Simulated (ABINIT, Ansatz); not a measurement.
# A GW run on CdSe (Cadmoselite) in ABINIT, with inputs changed

A base run on CdSe (Cadmoselite), then changed inputs.

Calculated with ABINIT 10.8.3; PBE and many-body steps on it, plane waves.

The database entry behind the starting cell differs from later determinations by our own check (inner coordinate of an old entry), so it need not match the best structure at ambient conditions.

## (1) Starting point

Symmetry: P6_3mc, No. 186, hexagonal system. Conventional cell: a = 4.300 Å, b = 4.300 Å, c = 7.020 Å, α = 90.00°, β = 90.00°, γ = 120.00°. Nearest to Cd lie 4 Se at 2.61 to 2.70 Å. Nearest to Se lie 4 Cd at 2.61 to 2.70 Å. Farther neighbours and most contacts between anions are not listed.

As a file:

```cif
data_structure
_symmetry_space_group_name_H-M 'P 1'
_symmetry_Int_Tables_number 1
_cell_length_a 4.3000
_cell_length_b 4.3000
_cell_length_c 7.0200
_cell_angle_alpha 90.000
_cell_angle_beta 90.000
_cell_angle_gamma 120.000
_cell_volume 112.41
loop_
_atom_site_label
_atom_site_type_symbol
_atom_site_fract_x
_atom_site_fract_y
_atom_site_fract_z
_atom_site_occupancy
Cd1 Cd 0.33333 0.66667 0.00000 1
Cd2 Cd 0.66667 0.33333 0.50000 1
Se3 Se 0.33333 0.66667 0.38500 1
Se4 Se 0.66667 0.33333 0.88500 1
```

The cell and positions come from the Crystallography Open Database and are kept as given unless a step says otherwise.

## (2) Screening, 3×3×2 mesh, 180 bands, screening to 141.5 eV

This step: ABINIT 10.8.3; RPA screening on PBE, plane waves, norm-conserving pseudopotentials.

The RPA dielectric matrix is built and inverted for each q.

File run.abi:

```
acell 3*1.0 Angstrom
rprim 
  4.300000000016 -0.000000000004 0.000000000000
  -2.150000000005 3.723909236288 0.000000000000
  0.000000000000 0.000000000000 7.020000000000
ntypat 2
znucl 48 34
natom 4
typat 1 1 2 2
xred 
  0.333333333333 0.666666666667 0.000000000000
  0.666666666667 0.333333333333 0.500000000000
  0.333333333333 0.666666666667 0.385000000000
  0.666666666667 0.333333333333 0.885000000000
pp_dirpath "pseudos"
pseudos "Cd.upf, Se.upf"
ecut 48
ngkpt 3 3 2
nshiftk 1
shiftk 0 0 0
kptopt 1
chksymbreak 0
istwfk *1
occopt 1
irdwfk 1
optdriver 3
nband 180
ecuteps 5.2
inclvkb 2
awtr 1
symchi 1
indata_prefix "in"
outdata_prefix "out"
tmpdata_prefix "tmp"
```

Command:

```console
> OMP_NUM_THREADS=1 mpirun -n 4 abinit run.abi > log
```

The log of the run:

```text
.Version 10.8.3 of ABINIT. v10.8.2 released Aug 2026.

 Symmetries : space group P6_3 m c (#186); Bravais hP (primitive hexag.)
[... echo of the input left out ...]
== DATASET  1 ==================================================================
-   mpi_nproc: 4, omp_nthreads: 1 (-1 if OMP is not activated)

--- !DatasetInfo
iteration_state: {dtset: 1, }
dimensions: {natom: 4, nkpt: 6, mband: 180, nsppol: 1, nspinor: 1, nspden: 1, mpw: 12066, }
cutoff_energies: {ecut:  48.0, pawecutdg:  -1.0, }
electrons: {nelect:   8.80000000E+01, charge:   0.00000000E+00, occopt:   1.00000000E+00, tsmear:   1.00000000E-02, }

 SCREENING: Calculation of the susceptibility and dielectric matrices

 Based on a program developped by R.W. Godby, V. Olevano, G. Onida, and L. Reining.
 Incorporated in ABINIT by V. Olevano, G.-M. Rignanese, and M. Torrent.
.Using double precision arithmetic ; gwpc =  8

[... cell and pseudopotentials left out ...]
--------------------------------------------------------------------------------

 ==== K-mesh for the wavefunctions ====
 Number of points in the irreducible wedge :     6
[... list of points left out ...]
 Together with 12 symmetry operations and time-reversal symmetry
 yields    18 points in the full Brillouin Zone.

 ==== Q-mesh for the screening function ====
 Number of points in the irreducible wedge :     6
[... list of points left out ...]
 Together with 12 symmetry operations and time-reversal symmetry
 yields    18 points in the full Brillouin Zone.

 setmesh: FFT mesh size selected  =    30x   30x   60
          total number of points  =        54000

 vcoul_init : cutoff-mode = AUXILIARY_FUNCTION
 q-points for optical limit:   1
     1)      0.000010    0.000020    0.000030

- screening: taking advantage of time-reversal symmetry
- Maximum band index for partially occupied states nbvw = 44
- Remaining bands to be divided among processors   nbcw = 136
- Number of bands treated by each node ~34

 Number of electrons calculated from density =   88.0000; Expected =   88.0000
 average of density, n =  0.116006
 r_s =    1.2720
 omega_plasma =   32.8546 [eV]

 calculating chi0 at frequencies [eV] :
  1    0.000000E+00    0.000000E+00
  2    0.000000E+00    3.285461E+01

--------------------------------------------------------------------------------
  q-point number  1        q = ( 0.000000, 0.000000, 0.000000) [r.l.u.]
--------------------------------------------------------------------------------
[... chi0 elements left out ...]
 For q-point:  0.000010 0.000020 0.000030
  dielectric constant =  49.4029
  dielectric constant without local fields =  51.7957

  Average fulfillment of the sum rule on Im[epsilon] for q-point    1 :     40.63  [%]
[... wings left out ...]
  q-point number  2        q = ( 0.333333, 0.000000, 0.000000) [r.l.u.]
--------------------------------------------------------------------------------
[... chi0 elements left out ...]
  Average fulfillment of the sum rule on Im[epsilon] for q-point    2 :     43.77  [%]

 [... 4 further q-points ...]
```

It took 2.8 min on 4 MPI ranks of Intel Xeon Platinum 8375C at 2.90GHz (Ice Lake), shared host; peak memory 2.4 GiB; 11 min of CPU time.

This step gave:

- ε∞ with local fields, on this mesh, along the program's q direction: 49.40
- the same without local fields: 51.80
- plasma frequency: 32.85 eV
- plane waves in the screening matrix: 403

Local fields lower ε∞ by 5 %. On a Γ-centred mesh this coarse the value itself is usually too large, while a short band sum pulls it down.

## (3) Base

The self-energy is evaluated for the states that the input lists, and the levels follow from it, in one-shot runs by the linearised quasiparticle equation.

This step: G0W0 on PBE, plane waves, norm-conserving pseudopotentials.

run.abi: that of step 2 with these lines changed.

```diff
@@ -25,8 +25,15 @@
 irdwfk 1
-optdriver 3
+optdriver 4
 nband 180
+gwcalctyp 0
+ecutsigx 48
+symsigma 1
+nkptgw 1
+kptgw 
+  0.0000000000 0.0000000000 0.0000000000
+bdgw 
+  43 46
 ecuteps 5.2
-inclvkb 2
-awtr 1
-symchi 1
+irdscr 1
+ppmodel 1
 indata_prefix "in"
```

The log of the run:

```text
.Version 10.8.3 of ABINIT. v10.8.2 released Aug 2026.

 Symmetries : space group P6_3 m c (#186); Bravais hP (primitive hexag.)
[... echo of the input left out ...]
== DATASET  1 ==================================================================
-   mpi_nproc: 4, omp_nthreads: 1 (-1 if OMP is not activated)

--- !DatasetInfo
iteration_state: {dtset: 1, }
dimensions: {natom: 4, nkpt: 6, mband: 180, nsppol: 1, nspinor: 1, nspden: 1, mpw: 12066, }
cutoff_energies: {ecut:  48.0, pawecutdg:  -1.0, }
electrons: {nelect:   8.80000000E+01, charge:   0.00000000E+00, occopt:   1.00000000E+00, tsmear:   1.00000000E-02, }

 SIGMA: Calculation of the GW corrections

 Based on a program developped by R.W. Godby, V. Olevano, G. Onida, and L. Reining.
 Incorporated in ABINIT by V. Olevano, G.-M. Rignanese, and M. Torrent.
.Using double precision arithmetic ; gwpc =  8

[... cell and pseudopotentials left out ...]
--------------------------------------------------------------------------------

 ==== K-mesh for the wavefunctions ====
 Number of points in the irreducible wedge :     6
[... list of points left out ...]
 Together with 12 symmetry operations and time-reversal symmetry
 yields    18 points in the full Brillouin Zone.

 ==== Q-mesh for screening function ====
 Number of points in the irreducible wedge :     6
[... list of points left out ...]
 Together with 12 symmetry operations and time-reversal symmetry
 yields    18 points in the full Brillouin Zone.

 vcoul_init : cutoff-mode = AUXILIARY_FUNCTION
 q-points for optical limit:   1
     1)      0.000010    0.000020    0.000030
 setmesh: FFT mesh size selected  =    45x   45x   90
          total number of points  =       182250

 Number of electrons calculated from density =   88.0000; Expected =   88.0000
 average of density, n =  0.116006
 r_s =    1.2720
 omega_plasma =   32.8546 [eV]

 === KS Band Gaps ===
  >>>> For spin  1
   Minimum direct gap =   0.6773 [eV], located at k-point      :   0.0000  0.0000  0.0000
   Fundamental gap    =   0.6773 [eV], Top of valence bands at :   0.0000  0.0000  0.0000
                                       Bottom of conduction at :   0.0000  0.0000  0.0000
 SIGMA fundamental parameters:
 PLASMON POLE MODEL  1
 number of plane-waves for SigmaX                12065
 number of plane-waves for SigmaC and W            403
 number of plane-waves for wavefunctions         12065
 number of bands                                   180
 number of independent spin polarizations            1
 number of spinorial components                      1
 number of k-points in IBZ                           6
 number of q-points in IBZ                           6
 number of symmetry operations                      12
 number of k-points in BZ                           18
 number of q-points in BZ                           18
 number of frequencies for dSigma/dE                 9
 frequency step for dSigma/dE [eV]                0.25
 number of omega for Sigma on real axis              0
 max omega for Sigma on real axis  [eV]           0.00
 zcut for avoiding poles [eV]                     0.10

 EPSILON^-1 parameters (SCR file):
 dimension of the eps^-1 matrix on file            403
 dimension of the eps^-1 matrix used               403
 number of plane-waves for wavefunctions         12065
 number of bands                                   180
 number of q-points in IBZ                           6
 number of frequencies                               2
 number of real frequencies                          1
 number of imag frequencies                          1

 matrix elements of self-energy operator (all in [eV])

 Perturbative Calculation

--- !SelfEnergy_ee
iteration_state: {dtset: 1, }
kpoint     : [   0.000,    0.000,    0.000, ]
spin       : 1
KS_gap     :    0.677
QP_gap     :    1.208
Delta_QP_KS:    0.531
data: !SigmaeeData |
     Band     E0 <VxcDFT>   SigX SigC(E0)      Z dSigC/dE  Sig(E)    E-E0       E
       43   4.910 -16.037 -18.551   2.223   0.796  -0.257 -16.269  -0.231   4.679
       44   4.910 -16.037 -18.551   2.223   0.796  -0.257 -16.269  -0.231   4.679
       45   5.587 -11.851  -8.051  -3.433   0.818  -0.223 -11.551   0.300   5.887
       46   6.999 -11.502  -7.255  -3.759   0.818  -0.222 -11.102   0.400   7.399

== END DATASET(S) ==============================================================
================================================================================

 -outvars: echo values of variables after computation  --------
           etotal      0.0000000000E+00
            nband         180
             nkpt           6
          spgroup         186
 [... the other variables as echoed above ...]

 Calculation completed.
```

The job ended after 14 s (4 MPI ranks; peak memory 1.9 GiB).

This step gave:

| Property | Result |
| --- | --- |
| G0W0 gap on the points computed | 1.208 eV |
| starting gap on the mesh | 0.6773 eV |
| k of the valence top | 0, 0, 0 |
| k of the conduction bottom | 0, 0, 0 |
| Z at the valence top | 0.796 |
| Z at the conduction bottom | 0.818 |
| least direct G0W0 gap on the computed points | 1.208 eV |

The gap on the mesh goes from 0.68 eV to 1.21 eV, a correction of +0.53 eV.

## (4) Smaller part of the screening matrix

run.abi: that of step 3 with these lines changed.

```diff
@@ -35,3 +35,3 @@
   43 46
-ecuteps 5.2
+ecuteps 2.6
 irdscr 1
```

The log of the run:

```text
.Version 10.8.3 of ABINIT. v10.8.2 released Aug 2026.

 Symmetries : space group P6_3 m c (#186); Bravais hP (primitive hexag.)
[... echo of the input left out ...]
== DATASET  1 ==================================================================
-   mpi_nproc: 4, omp_nthreads: 1 (-1 if OMP is not activated)

--- !DatasetInfo
iteration_state: {dtset: 1, }
dimensions: {natom: 4, nkpt: 6, mband: 180, nsppol: 1, nspinor: 1, nspden: 1, mpw: 12066, }
cutoff_energies: {ecut:  48.0, pawecutdg:  -1.0, }
electrons: {nelect:   8.80000000E+01, charge:   0.00000000E+00, occopt:   1.00000000E+00, tsmear:   1.00000000E-02, }

 SIGMA: Calculation of the GW corrections

 Based on a program developped by R.W. Godby, V. Olevano, G. Onida, and L. Reining.
 Incorporated in ABINIT by V. Olevano, G.-M. Rignanese, and M. Torrent.
.Using double precision arithmetic ; gwpc =  8

[... cell and pseudopotentials left out ...]
--------------------------------------------------------------------------------

 ==== K-mesh for the wavefunctions ====
 Number of points in the irreducible wedge :     6
[... list of points left out ...]
 Together with 12 symmetry operations and time-reversal symmetry
 yields    18 points in the full Brillouin Zone.

 ==== Q-mesh for screening function ====
 Number of points in the irreducible wedge :     6
[... list of points left out ...]
 Together with 12 symmetry operations and time-reversal symmetry
 yields    18 points in the full Brillouin Zone.

 vcoul_init : cutoff-mode = AUXILIARY_FUNCTION
 q-points for optical limit:   1
     1)      0.000010    0.000020    0.000030
 setmesh: FFT mesh size selected  =    45x   45x   90
          total number of points  =       182250

 Number of electrons calculated from density =   88.0000; Expected =   88.0000
[...]
number of k-points in IBZ                           6
 number of q-points in IBZ                           6
 number of symmetry operations                      12
 number of k-points in BZ                           18
 number of q-points in BZ                           18
 number of frequencies for dSigma/dE                 9
 frequency step for dSigma/dE [eV]                0.25
 number of omega for Sigma on real axis              0
 max omega for Sigma on real axis  [eV]           0.00
 zcut for avoiding poles [eV]                     0.10

 EPSILON^-1 parameters (SCR file):
 dimension of the eps^-1 matrix on file            403
 dimension of the eps^-1 matrix used               135
 number of plane-waves for wavefunctions         12065
 number of bands                                   180
 number of q-points in IBZ                           6
 number of frequencies                               2
 number of real frequencies                          1
 number of imag frequencies                          1

 matrix elements of self-energy operator (all in [eV])

 Perturbative Calculation

--- !SelfEnergy_ee
iteration_state: {dtset: 1, }
kpoint     : [   0.000,    0.000,    0.000, ]
spin       : 1
KS_gap     :    0.677
QP_gap     :    1.174
Delta_QP_KS:    0.497
data: !SigmaeeData |
     Band     E0 <VxcDFT>   SigX SigC(E0)      Z dSigC/dE  Sig(E)    E-E0       E
       43   4.910 -16.037 -18.551   2.285   0.799  -0.251 -16.219  -0.182   4.728
       44   4.910 -16.037 -18.551   2.285   0.799  -0.251 -16.219  -0.182   4.728
       45   5.587 -11.851  -8.051  -3.415   0.819  -0.221 -11.536   0.315   5.902
       46   6.999 -11.502  -7.255  -3.748   0.819  -0.221 -11.093   0.409   7.409

== END DATASET(S) ==============================================================
================================================================================

 -outvars: echo values of variables after computation  --------
           etotal      0.0000000000E+00
            nband         180
             nkpt           6
          spgroup         186
 [... the other variables as echoed above ...]

 Calculation completed.
```

It took 7.6 s on 4 MPI ranks; peak memory 1.7 GiB; 30 s of CPU time.

Numbers from this step:

```yaml
g0w0_gap_on_the_points_computed: 1.174 eV
starting_gap_on_the_mesh: 0.6773 eV
k_of_the_valence_top: 0, 0, 0
k_of_the_conduction_bottom: 0, 0, 0
z_at_the_valence_top: 0.799
z_at_the_conduction_bottom: 0.819
least_direct_g0w0_gap_on_the_computed_points: 1.174 eV
```

## (5) Side by side

Times are wall times on 4 MPI ranks of Intel Xeon Platinum 8375C at 2.90GHz (Ice Lake), shared host, good to a factor of about two. A run's time includes the screening step that it read.

```
                                 run   mesh  bands  screening cutoff (eV)  DFT gap (eV)  gap on the mesh (eV)  direct (eV)  ε∞ used     time
                                base  3×3×2    180                  141.5         0.677                 1.208        1.208    49.40    3 min
smaller part of the screening matrix  3×3×2    180                   70.7         0.677                 1.174        1.174    49.40  2.9 min
```

## (6) What came out

```
base                                 : 1.208 eV
smaller part of the screening matrix : 1.174 eV
known limits                         : not at the basis limit; mesh may overstate the screening; no spin-orbit coupling; coarse k mesh
```

In words: Smaller part of the screening matrix: −0.034 eV against base (keys changed: ecuteps). Bands and cutoff are finite, so the gap is not at the basis limit. The miss can reach some tenths of an eV and take either sign; the mesh is an error of its own. In the G0W0 runs levels were corrected at 1 k point alone, so a gap called «on the mesh» is the least over those, and an edge elsewhere would be missed. The 3×3×2 mesh is coarse for this cell, which bears on the long-range parts of exchange and screening. For the PBE start: The RPA ε∞ on this mesh reaches over 25; with a narrow direct gap a coarse mesh can overstate it, and the correction is then too small. The many-body steps are scalar-relativistic: spin-orbit coupling is not in them.

[Paths, hosts, dates, memory and timing lines, banners, echoed tables and standing remarks are left out of the program output.]

[Logs are printed without paths, hosts, clocks, repeated set-up lines and the standing remarks that a program may print on its own settings, such as how far it seeks lower states.]

[Runs of the session that timed out or met a known fault of the program may be left out.]

[Hosts, paths, dates, database ids (printed as entryN), source tags and the programs' standing remarks are cut or masked in the printed files.]

[G0W0 gaps are taken among the corrected bands and points alone; a level outside them can change the order at an edge.]

[Where Ansatz stands beside ABINIT at settings called matched, ABINIT's density can come from a denser mesh and the files from another edition; pairs whose starting gaps differed by over 0.03 eV were left out, so agreement reads better than it is.]
